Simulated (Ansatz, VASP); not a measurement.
# Ce in VASP and in Ansatz

```
Ce
1.0
     0.00000    2.23323    2.23323
     2.23323    0.00000    2.23323
     2.23323    2.23323    0.00000
Ce
1
Direct
  0.00000 0.00000 0.00000
```

Alike in both runs: task single point; functional PBEsol; k mesh 16 × 16 × 16; occupations fermi-dirac, width 0.1 eV; no spin polarisation.

|  | VASP | Ansatz |
| --- | --- | --- |
| version | VASP 6.6.1 | Ansatz 0.2.0 |
| potentials or method | VASP PAW PBE potentials, release 64 (Ce) | plane waves (420 eV) with PAW, scalar-relativistic |
| plane-wave cutoff (eV) | 520 | 420 |
| valence electrons in the cell | 12 | 12 |

VASP gave:

- pressure (GPa): 4.5

Problem. Which values does Ansatz return?

Solution. Pressure (GPa): 4.7.

Ansatz warned: «pseudo_functional_mismatch».

Caveats: the PAW data sets were made with another functional, which shifts forces and pressure a little (VASP). Spin polarisation is off, so any magnetic state and its effect on volume and gap are missing. The runs have no spin-orbit coupling, so splittings on Ce are missing.
